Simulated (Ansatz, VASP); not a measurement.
**One calculation of MgS, two programs**

INCAR

```
PREC = Accurate
ENCUT = 520
EDIFF = 1E-6
ISMEAR = 0
SIGMA = 0.05
LREAL = F
LASPH = T
NELM = 100
ALGO = Normal
ISIF = 2
LWAVE = F
LCHARG = T
GGA = PS
LELF = T
LVHAR = T
NBANDS = 11
```

The input KPOINTS:

```
regular mesh
0
Gamma
  8 8 8
```

POSCAR

```
MgS
1.0
    0.0000000000      2.8331200468      2.8331200468
    2.8331200468      0.0000000000      2.8331200468
    2.8331200468      2.8331200468      0.0000000000
Mg S
1 1
Direct
    0.0000000000      0.0000000000     -0.0374378831
    0.7500000000      0.7500000000      0.7500000000
```

Input for Ansatz:

```yaml
crystal:
  lattice:
    - [0.0, 2.8331200468, 2.8331200468]
    - [2.8331200468, 0.0, 2.8331200468]
    - [2.8331200468, 2.8331200468, 0.0]
  atoms:
    - { symbol: Mg, position: [0.0, 0.0, -0.0374378831] }
    - { symbol: S, position: [0.75, 0.75, 0.75] }
basis:
  ecutwfc: 420
kpoints:
  mp_grid: { grid: [8, 8, 8] }
hamiltonian:
  xc: pbesol
scf:
  occupations: { method: gaussian, width: 0.05 }
output:
  forces: true
  stress: true
  eigenvalues: true
```

Change from the starting cell: all Mg atoms moved -0.150 Å, as atom 1 along Cartesian [1 1 0].

Alike in both runs: task single point; functional PBEsol; k mesh 8 × 8 × 8; occupations gaussian, width 0.05 eV; no spin polarisation.

```csv
,VASP,Ansatz
version,VASP 6.6.1,Ansatz 0.2.0
potentials or method,"VASP PAW PBE potentials, release 64 (Mg, S)","scalar-relativistic, plane waves, PAW"
plane-wave cutoff (eV),520,420
valence electrons in the cell,8,16
```

|  | VASP | Ansatz | Ansatz less VASP |
| --- | --- | --- | --- |
| gap on the k mesh at the Fermi level (eV) | 3.09 | 3.09 | -0.003 |
| least direct gap on the mesh (eV) | 3.09 | 3.09 | -0.003 |
| pressure (GPa) | 0.0 | 0.1 | +0.09 |
| largest component of the traceless stress (GPa) | 2.31 | 2.30 | -0.009 |
| rms of the force components (eV/Å) | 0.505 | 0.503 | -0.0019 |

Atom by atom the forces differ by 0.002 eV/Å (rms over components). The two sets of potentials don't hold the same shells in valence.

Caveats: the PAW data sets were made with another functional, which shifts forces and pressure a little (VASP). A k mesh can miss the band edges.
